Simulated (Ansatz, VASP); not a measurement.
# Cross-check of Al5In3As8 (random alloy of the zinc-blende AlAs-InAs line, x = 0.375) between VASP and Ansatz, part 2 of 2

One calculation is typed for both programs; each brings its own data sets. How far apart do they land? Of the first pair: The structure shown is the start of the Ansatz relaxation below; VASP solves that cell, so the two are compared at the walk's first step.

VASP 6.6.1 and Ansatz 0.2.0.

So far: Starting point; Ansatz: relaxation, PBE.

## (3) VASP: single point, PBE, start cell, pair 1

Level of this step: PBE; plane waves and PAW (Al, As, In_d) (VASP).

The same cell, functional, mesh and smearing now go to VASP, with its own data sets.

Lines of VASP's logs that name or quote its potential files are left out, and so is its time.

Input file INCAR:

```
SYSTEM = Al5In3As8
PREC = Accurate
ENCUT = 400
EDIFF = 1E-06
NELM = 120
ISMEAR = -1
SIGMA = 0.1
LREAL = Auto
ALGO = Normal
GGA = PE
NBANDS = 232
LORBIT = 11
LWAVE = .FALSE.
LCHARG = .FALSE.
ISIF = 2
LASPH = .TRUE.
GGA_COMPAT = .FALSE.
EFERMI = MIDGAP
KPAR = 8
```

Input file POSCAR:

```
Al5In3As8
1.0
   11.8050000000      0.0000000000      0.0000000000
    0.0000000000     11.8050000000      0.0000000000
    0.0000000000      0.0000000000     11.8050000000
Al As In
20 32 12
Direct
    0.0027530707      0.9989580686      0.9991105464
    0.2500720034      0.2509868700      0.9981363829
    0.0015332486      0.9988394748      0.4997882253
    0.9988310038      0.2493265565      0.7488437103
    0.2487335875      0.2528674291      0.5000931809
    0.9996526895      0.7509868700      0.2514188903
    0.0002710716      0.5014824227      0.5005336722
    0.0003896654      0.7512918255      0.7496230411
    0.2520288014      0.7503091910      0.4993562050
    0.4994239729      0.0000677679      0.9989495976
    0.5006776789      0.2510122829      0.2481490894
    0.7505887336      0.2477763659      0.9999322321
    0.5027615417      0.2505717916      0.7479711986
    0.5008979246      0.5002287166      0.0001270648
    0.4994663278      0.7458703939      0.2517577298
    0.7497670479      0.4997966963      0.2500296485
    0.7504193139      0.7494959763      0.0008386277
    0.5037102922      0.4967894960      0.4988987717
    0.7478441338      0.5005336722      0.7508513342
    0.7509529860      0.7504108429      0.5004828463
    0.1231766201      0.1264718340      0.1211012283
    0.1245828039      0.3774841169      0.3715120712
    0.3731385006      0.1247098687      0.3735112241
    0.3769419737      0.3765268954      0.1258534519
    0.1234138077      0.1245489199      0.6259042778
    0.1235662855      0.3738585345      0.8749767048
    0.3762558238      0.1246675138      0.8735027531
    0.3739178314      0.3753240152      0.6285641677
    0.1243964422      0.6230580263      0.1244133842
    0.1265819568      0.8754764930      0.3765014824
    0.3744938585      0.6258280390      0.3748665820
    0.3726302414      0.8725540025      0.1241507836
    0.1215671326      0.6244811521      0.6264040661
    0.1246590428      0.8753240152      0.8756882677
    0.3756374418      0.6252096569      0.8769080898
    0.3739178314      0.8757221516      0.6251334180
    0.6261838204      0.1242439644      0.1270732740
    0.6252858958      0.3762473528      0.3733841593
    0.8755273189      0.1264294790      0.3735366370
    0.8722575180      0.3768996188      0.1256925032
    0.6283269801      0.1218466751      0.6270902160
    0.6264633630      0.3746886912      0.8739771283
    0.8739432444      0.1258788649      0.8730622618
    0.8748326980      0.3764675985      0.6262685303
    0.6260482846      0.6253875476      0.1261584075
    0.6287081745      0.8757475646      0.3748326980
    0.8730961457      0.6241168996      0.3733079204
    0.8746971622      0.8766709022      0.1253621347
    0.6265311309      0.6292757306      0.6245828039
    0.6245065650      0.8761541720      0.8744599746
    0.8771876324      0.6248115205      0.8739517154
    0.8748835239      0.8769673867      0.6256332063
    0.0029563744      0.2487081745      0.2505379077
    0.2494536213      0.9993477340      0.2519186785
    0.2481067344      0.0003981364      0.7528081321
    0.0002033037      0.5010504024      0.0005082592
    0.2487166455      0.5021177467      0.2508682762
    0.2519186785      0.7525709445      0.0037018213
    0.2503430750      0.5002033037      0.7488606523
    0.7495468022      0.0000592969      0.2476662431
    0.4999576451      0.9986869970      0.5021601017
    0.7479203727      0.0009318086      0.7513426514
    0.7513595934      0.2500804744      0.4996781025
    0.5000677679      0.7496230411      0.7522575180
```

Input file KPOINTS:

```
Automatic mesh
0
Gamma
2 2 2
0 0 0
```

The projector-augmented-wave data sets are Al, As and In_d (PBE family, release 64).

Launch:

```sh
$ mpirun -np 8 vasp_std
```

Numbers of over 12 decimals in the logs are rounded to 6 here.

The log of the run:

```text
[banner, memory and clock lines left out]
running    8 mpi-ranks, on    1 nodes
[...]
|                                                                             |
|           W    W    AA    RRRRR   N    N  II  N    N   GGGG   !!!           |
|           W    W   A  A   R    R  NN   N  II  NN   N  G    G  !!!           |
|           W    W  A    A  R    R  N N  N  II  N N  N  G       !!!           |
|           W WW W  AAAAAA  RRRRR   N  N N  II  N  N N  G  GGG   !            |
|           WW  WW  A    A  R   R   N   NN  II  N   NN  G    G                |
|           W    W  A    A  R    R  N    N  II  N    N   GGGG   !!!           |
|                                                                             |
|     For optimal performance we recommend to set                             |
|       NCORE = 2 up to number-of-cores-per-socket                            |
|     NCORE specifies how many cores store one orbital (NPAR=cpu/NCORE).      |
|     This setting can greatly improve the performance of VASP for DFT.       |
|     The default, NCORE=1 might be grossly inefficient on modern             |
|     multi-core architectures or massively parallel machines. Do your        |
|     Unfortunately you need to use the default for GW and RPA                |
|     calculations (for HF NCORE is supported but not extensively tested      |
|     yet).                                                                   |
|                                                                             |

 LDA part: xc-table for (Slater+PW92), standard interpolation
 POSCAR, INCAR and KPOINTS ok, starting setup
[...]
entering main loop
       N       E                     dE             d eps       ncg     rms          rms(c)
DAV:   1     0.256536325134E+04    0.25654E+04   -0.12944E+05  3712   0.124E+03
DAV:   2     0.132798127265E+03   -0.24326E+04   -0.23073E+04  3960   0.315E+02
DAV:   3    -0.260429209607E+03   -0.39323E+03   -0.38360E+03  4744   0.148E+02
DAV:   4    -0.282830660596E+03   -0.22401E+02   -0.22263E+02  4584   0.363E+01
[...]
DAV:  15    -0.276135561172E+03    0.20620E-05   -0.41850E-05  4288   0.177E-02    0.127E-02
DAV:  16    -0.276135563502E+03   -0.23305E-05   -0.43983E-06  3416   0.594E-03    0.313E-03
DAV:  17    -0.276135563448E+03    0.54511E-07   -0.13754E-06  2640   0.288E-03
   1 F= -.27613556E+03 E0= -.27612883E+03  d E =-.134654E-01
```

Parts of OUTCAR (step 3):

```text
  Total        5.7919580      5.5243552      5.6245230      1.9302486      0.9573744     -0.3418664
  in kB        5.6407651      5.3801478      5.4777008      1.8798616      0.9323832     -0.3329424
  external PRESSURE =       5.4995379 kB  Pullay stress =       0.0000000 kB

 POSITION                                       TOTAL-FORCE (eV/Angst)
 -----------------------------------------------------------------------------------
      0.03250     11.79270     11.79450        -0.379544      0.150195     -0.063338
      2.95210      2.96290     11.78300         0.132366     -0.007100      0.041292
      0.01810     11.79130      5.90000        -0.218622      0.167302      0.001447
     11.79120      2.94330      8.84010         0.004962      0.108311      0.066570
      2.93630      2.98510      5.90360        -0.006081     -0.125908     -0.051354
     11.80090      8.86540      2.96800         0.015930     -0.103450     -0.119364
      0.00320      5.92000      5.90880        -0.173075     -0.108991     -0.114228
      0.00460      8.86900      8.84930        -0.172154      0.050226      0.017494
      2.97520      8.85740      5.89490        -0.191171     -0.055117      0.228256
      5.89570      0.00080     11.79260         0.015319     -0.018473      0.176331
      5.91050      2.96320      2.92940        -0.105994     -0.077083      0.123096
      8.86070      2.92500     11.80420         0.000275      0.202506      0.057620
      5.93510      2.95800      8.82980        -0.038199     -0.137777      0.108789
      5.91310      5.90520      0.00150         0.066323     -0.025643     -0.020792
[...]
-----------------------------------------------------------------------------------
    total drift:                                0.009450      0.020207     -0.002221

  FREE ENERGIE OF THE ION-ELECTRON SYSTEM (eV)
  ---------------------------------------------------
  free  energy   TOTEN  =      -276.1355634476 eV

  energy  without entropy=     -276.1220980577  energy(sigma->0) =     -276.12883075

[... 2 further parts left out ...]
```

The run ends at a pressure of 0.55 GPa, with forces up to 2.3 eV/Å.

## (4) Comparison

Known differences besides the potentials themselves: the data sets hold 696 valence electrons in Ansatz (on its default PAW (the set named soft_2) files) and 376 in VASP; the cutoff is 420 eV in Ansatz and 400 eV in VASP (PREC = Accurate, projectors in real space). Total energies have different zeros and are not compared.

Forces on 10 of the 64 atoms, those with the largest forces and the largest differences (eV/Å; atoms numbered as in POSCAR):

```
atom         Ansatz x, y, z           VASP x, y, z
As21  0.465, -0.307, -1.171  0.472, -0.313, -1.168
As22  -0.019, -0.104, 1.957  -0.020, -0.110, 1.957
As23    0.380, 1.623, 0.334    0.377, 1.622, 0.330
As27    0.769, 0.887, 0.800    0.776, 0.890, 0.794
As28  1.073, -0.874, -1.232  1.079, -0.877, -1.229
As32    2.073, 0.603, 0.621    2.079, 0.606, 0.621
As35   0.483, -0.788, 0.683   0.486, -0.787, 0.692
As37  -1.049, 0.901, -1.113  -1.051, 0.898, -1.108
As41   -1.143, 1.261, 0.143   -1.147, 1.265, 0.142
As50   0.025, -0.151, 1.718   0.029, -0.150, 1.720
```

The forces differ by 2.9 meV/Å r.m.s., which is 0.5 % of the r.m.s. force of 0.600 eV/Å (both taken over all components).

## (5) Ansatz: relaxation, PBE

This run makes the geometry at which the two programs are then compared. The cell compared in this pair holds 1635.16 Å³, against 1645.12 Å³ for the pair before.

The structure compared here is the end of the Ansatz relaxation.

This is the run of step 2 again, met here at its other cell.

## (6) VASP: single point, PBE, relaxed cell, pair 2

The same cell, functional, mesh and smearing now go to VASP, with its own data sets.

INCAR, as its differences from that of step 3:

```diff
@@ -2,3 +2,3 @@
 PREC = Accurate
-ENCUT = 400
+ENCUT = 500
 EDIFF = 1E-06
```

Input file POSCAR:

```
Al5In3As8
1.0
   11.7810170000     -0.0014700000      0.0014880000
   -0.0014700000     11.7806180000      0.0009680000
    0.0014880000      0.0009680000     11.7817080000
Al As In
20 32 12
Direct
    0.9977900000      0.0002300000      0.9973200000
    0.2544500000      0.2476800000      0.9975400000
    0.0014800000      0.9961300000      0.5018000000
    0.0006300000      0.2504200000      0.7505700000
    0.2500800000      0.2532900000      0.5022000000
    0.9960000000      0.7494500000      0.2537700000
    0.9981300000      0.5040900000      0.5027800000
    0.9950200000      0.7504200000      0.7456500000
    0.2459700000      0.7482500000      0.4983800000
    0.5029300000      0.0043200000      0.0029900000
    0.4995500000      0.2550100000      0.2457400000
    0.7462700000      0.2530300000      0.9983900000
    0.5009400000      0.2542800000      0.7537100000
    0.5061700000      0.4963000000      0.0016200000
    0.5050800000      0.7459300000      0.2506700000
    0.7459300000      0.5036600000      0.2496400000
    0.7502500000      0.7488800000      0.0020100000
    0.5022100000      0.5001300000      0.4974600000
    0.7504600000      0.5005100000      0.7497700000
    0.7541700000      0.7430600000      0.4976000000
    0.1262100000      0.1237600000      0.1104400000
    0.1241300000      0.3777100000      0.3896100000
    0.3738100000      0.1415300000      0.3728100000
    0.3798400000      0.3707000000      0.1172400000
    0.1173300000      0.1326600000      0.6173100000
    0.1261900000      0.3624800000      0.8757600000
    0.3831600000      0.1297700000      0.8796700000
    0.3844100000      0.3692300000      0.6179300000
    0.1176400000      0.6293700000      0.1337400000
    0.1186600000      0.8688000000      0.3798100000
    0.3825500000      0.6328500000      0.3827900000
    0.3914900000      0.8760500000      0.1281500000
    0.1186700000      0.6313700000      0.6204700000
    0.1103500000      0.8743700000      0.8725600000
    0.3809500000      0.6152900000      0.8829700000
    0.3661900000      0.8675700000      0.6209600000
    0.6205700000      0.1332400000      0.1206000000
    0.6187100000      0.3828000000      0.3662000000
    0.8792000000      0.1166100000      0.3825000000
    0.8586400000      0.3754800000      0.1272900000
    0.6191200000      0.1309200000      0.6335800000
    0.6273400000      0.3774200000      0.8730700000
    0.8808000000      0.1345700000      0.8827300000
    0.8830800000      0.3840600000      0.6347000000
    0.6261700000      0.6243400000      0.1242200000
    0.6276000000      0.8606800000      0.3761100000
    0.8744900000      0.6211600000      0.3730200000
    0.8828600000      0.8675000000      0.1177800000
    0.6339700000      0.6155400000      0.6171400000
    0.6257900000      0.8759500000      0.8896500000
    0.8654200000      0.6331600000      0.8662800000
    0.8778900000      0.8689200000      0.6173400000
    0.0006600000      0.2498800000      0.2499200000
    0.2499900000      0.9999200000      0.2504500000
    0.2457900000      0.0049000000      0.7502500000
    0.9934300000      0.5002600000      0.9974300000
    0.2546700000      0.5001000000      0.2543000000
    0.2502100000      0.7530800000      0.0026800000
    0.2501700000      0.4964800000      0.7456600000
    0.7499600000      0.9959800000      0.2455300000
    0.4975900000      0.0002000000      0.4974100000
    0.7543600000      0.0000900000      0.7543400000
    0.7502300000      0.2571000000      0.5024300000
    0.5049000000      0.7455400000      0.7500600000
```

KPOINTS is that of step 3.

Launch:

```sh
$ mpirun -np 8 vasp_std
```

The log of the run:

```text
[banner, memory and clock lines left out]
running    8 mpi-ranks, on    1 nodes
[...]
[... a notice as in an earlier step ...]

 LDA part: xc-table for (Slater+PW92), standard interpolation
 POSCAR, INCAR and KPOINTS ok, starting setup
[...]
entering main loop
       N       E                     dE             d eps       ncg     rms          rms(c)
DAV:   1     0.285514876820E+04    0.28551E+04   -0.14564E+05  3712   0.146E+03
DAV:   2     0.209107200585E+03   -0.26460E+04   -0.25122E+04  3904   0.348E+02
DAV:   3    -0.254939350218E+03   -0.46405E+03   -0.44743E+03  4656   0.164E+02
DAV:   4    -0.286110218420E+03   -0.31171E+02   -0.30940E+02  4592   0.413E+01
[...]
DAV:  17    -0.279599410416E+03    0.35213E-05   -0.28149E-06  3232   0.596E-03    0.816E-02
DAV:  18    -0.279599416242E+03   -0.58267E-05   -0.81327E-05  4992   0.344E-02    0.302E-02
DAV:  19    -0.279599416140E+03    0.10218E-06   -0.97694E-06  3968   0.109E-02
   1 F= -.27959942E+03 E0= -.27959406E+03  d E =-.107069E-01
```

Parts of OUTCAR (step 6):

```text
  Total        1.0592754      1.0730782      1.0826583     -0.0633881     -0.0021938     -0.0072023
  in kB        1.0379116      1.0514361      1.0608229     -0.0621097     -0.0021495     -0.0070571
  external PRESSURE =       1.0500569 kB  Pullay stress =       0.0000000 kB

 POSITION                                       TOTAL-FORCE (eV/Angst)
 -----------------------------------------------------------------------------------
     11.75646      0.00221     11.75162         0.000318     -0.000294      0.001388
      2.99880      2.91842     11.75334        -0.001346      0.002972     -0.000456
      0.01672     11.73551      5.91303        -0.000131     -0.000923     -0.000960
      0.00817      2.95083      8.84324        -0.002347      0.000774     -0.001065
      2.94657      2.98403      5.91739        -0.000196      0.000310     -0.000537
     11.73317      8.82777      2.99205        -0.000109      0.002493      0.001168
     11.75899      5.93751      5.92558         0.001787     -0.001036     -0.006390
     11.72235      8.83967      8.78724         0.005899     -0.003696      0.001717
      2.89742      8.81497      5.87286        -0.002493     -0.004271     -0.003244
      5.92502      0.05016      0.03598        -0.001184      0.001818     -0.006059
      5.88520      3.00368      2.89623         0.005652      0.000054     -0.000202
      8.79293      2.98072     11.76409         0.000081      0.000665     -0.001059
      5.90233      2.99557      8.88098        -0.003052      0.005865      0.002970
      5.96247      5.84598      0.02032         0.000861      0.003997     -0.000843
[...]
-----------------------------------------------------------------------------------
    total drift:                               -0.014778      0.015475      0.003984

  FREE ENERGIE OF THE ION-ELECTRON SYSTEM (eV)
  ---------------------------------------------------
  free  energy   TOTEN  =      -279.5994161402 eV

  energy  without entropy=     -279.5887092465  energy(sigma->0) =     -279.59406269

[... 1 part as in an earlier step ...]

[... 1 further part left out ...]
```

The run ends at a pressure of 0.11 GPa, with forces up to 0.013 eV/Å.

## (7) Differences

What differs besides the data sets and the points named for the pairs above, as far as they apply: the data sets hold 696 valence electrons in Ansatz (on its default PAW (the set named soft_2) files) and 376 in VASP; the cutoff is 420 eV in Ansatz and 500 eV in VASP (PREC = Accurate, projectors in real space). Total energies have different zeros and are not compared.

Both answers:

```
              quantity  Ansatz   VASP  difference
        pressure (GPa)    0.00   0.11       -0.11
gap on the k mesh (eV)   0.807  0.809      -0.003
```

The largest component of a force difference here is 14 meV/Å. A gap on the mesh is an upper bound, since the band edges may lie between its points.

## (8) Results

* r.m.s. force difference (single point, PBE, start cell, pair 1): 0.49 % of the r.m.s. force
* difference in gap on the k mesh (single point, PBE, relaxed cell, pair 2): -0.0028 eV

What this shows: The r.m.s. force difference is 0.49 % of the r.m.s. force (single point, PBE, start cell, pair 1), within the 3 % picked in this series as the mark of a large difference. The data sets hold unlike numbers of valence electrons (696 in Ansatz and 376 in VASP), so part of the differences may come from the potentials. Such differences can come from data sets, numerical settings and the points named under the comparisons, not from the functional's error against experiment.

[Lines on the potential files, build, host, timing and source positions are cut from VASP's logs without a mark.]

[Logs are printed without paths, hosts, clocks, repeated set-up lines and the standing remarks that a program may print on its own settings, such as how far it seeks lower states.]

[Hosts, paths, dates, database ids (printed as entryN), source tags and the programs' standing remarks are cut or masked in the printed files.]
